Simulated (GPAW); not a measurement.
Runs of GPAW 26.7.0 on Ba2TiO4. It takes space group P4/mmm (No. 123, tetragonal). Conventional cell: a = 3.982 Å, b = 3.982 Å, c = 8.788 Å, α = 90.00°, β = 90.00°, γ = 90.00°. Ba (site symmetry 4mm) is surrounded by 8 O at 2.81 to 2.82 Å. Ti (site symmetry 4/mmm) has 6 O at 1.99 Å as nearest neighbours. O (site symmetry mmm) is surrounded by 2 Ti at 1.99 Å. O (site symmetry 4mm) is surrounded by 1 Ti at 1.99 Å. The cell comes from a database or a generator and needn't be the stable form of this composition.

| task | level | potentials or basis | k mesh | ranks | band path | band points | gap on the mesh (eV) | pressure (GPa) | largest force (eV/Å) |
| --- | --- | --- | --- | --- | --- | --- | --- | --- | --- |
| band structure | PBEsol | PAW data sets generated in the run's folder for this functional, pw | 5 × 5 × 2 | 4 | GXMGZRAZ,XR,MA | 100 | (a) | -3.8 | 0.47 |
| band structure | r2SCAN | GPAW PAW data sets (gpaw-data 1.2.1), pw | 5 × 5 × 2 | - | GXMGZRAZ,XR,MA | 100 | 2.37 | -2.0 | (b) |
| single point | PBEsol | PAW data sets generated in the run's folder for this functional, pw | 7 × 7 × 3 | - | - | - | 1.90 | -3.8 | 0.46 |
| band structure | LDA | the program's PAW data sets (release 1.2.1) made for this functional, pw | 5 × 5 × 2 | 4 | GXMGZRAZ,XR,MA | 100 | 1.90 | -6.6 | (c) |

Alike in all rows: no spin polarisation; cell as given; cutoff (eV) 800; smearing fermi-dirac 0.05 eV.

Task: Fill in the values left out.

Result: (a) 1.94; (b) 0.29; (c) 0.65.

Caveats: spin-orbit coupling is left out, which moves the levels of the heavy elements; the PAW data sets were made with another functional, which shifts forces and pressure a little (some runs); an odd mesh through Γ misses points on the zone boundary, where band edges often lie (some runs).

A k mesh can miss the band edges, and the runs leave out spin-orbit coupling on Ba.

Not every run made on this cell is shown here.
